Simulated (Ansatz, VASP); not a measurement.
# Two plane-wave programs on HF

```
F H
1.0
     6.97953    0.00000    0.00000
     0.00000    6.97953    0.00000
     0.00000    0.00000    6.97953
F H
10 10
Direct
  0.76566 0.37229 0.43270
  0.61233 0.89543 0.30822
  0.93904 0.68237 0.53058
  0.06522 0.23142 0.97187
  0.96219 0.10515 0.44523
  0.88487 0.51806 0.08989
  0.65059 0.80673 0.76953
  0.93656 0.98726 0.75020
  0.49396 0.32847 0.60862
  0.41375 0.01693 0.67142
  0.63076 0.35188 0.51624
  0.66658 0.79722 0.23200
  0.88037 0.57239 0.47274
  0.01198 0.13060 0.89149
  0.87244 0.22553 0.43375
  0.95270 0.40877 0.03905
  0.78286 0.86639 0.75568
  0.95436 0.03570 0.60018
  0.45948 0.17978 0.63631
  0.52251 0.91981 0.71241
```

Alike in both runs: functional LDA; k mesh 1 × 1 × 1; occupations fermi-dirac, width 0.05 eV; no spin polarisation.

Ansatz relaxed the structure, and its values are those at the end. VASP's run is a single point on that final structure, the one shown.

```csv
,VASP,Ansatz
version,VASP 6.6.1,Ansatz 0.2.0
potentials or method,"VASP PAW LDA potentials, release 64 (F, H)","scalar-relativistic, plane waves, PAW"
plane-wave cutoff (eV),520,420
valence electrons in the cell,80,80
```

Ansatz gave:

```
gap on the k mesh at the Fermi level (eV) : 6.65
rms of the force components (eV/Å)        : 0.088
```

Question: What did VASP give for the same quantities?

Answer: gap on the k mesh at the Fermi level (eV): 6.60; rms of the force components (eV/Å): 0.106.

Ansatz warned: «xc_potential_rough_in_thin_density».

A hybrid or GW would open this gap; LDA tends to underestimate it.
